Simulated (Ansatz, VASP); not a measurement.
## C in VASP and in Ansatz

```
CELL_PARAMETERS angstrom
0.00000 1.54221 1.54221
1.54221 0.00000 1.54221
1.54221 1.54221 0.00000
ATOMIC_POSITIONS crystal
C 0.00000 0.00000 0.00000
```

Alike in both runs: functional PBE; k mesh 23 × 23 × 23; occupations fermi-dirac, width 0.1 eV; no spin polarisation.

Ansatz relaxed the structure, and its values are those at the end. VASP's run is a single point on that final structure, the one shown.

|  | VASP | Ansatz |
| --- | --- | --- |
| version | VASP 6.6.1 | Ansatz 0.2.0 |
| potentials or method | VASP PAW PBE potentials, release 64 (C) | PAW with Ansatz's default frozen-core files, scalar-relativistic |
| plane-wave cutoff (eV) | 520 | 420 |
| valence electrons in the cell | 4 | 4 |

Ansatz gave:

| Item | Value |
| --- | --- |
| pressure (GPa) | 0.0 |

Problem. Estimate VASP's values.

Solution. Pressure (GPa): 0.1.

The functional is the same, so the differences come from potentials, cutoffs and numerics.
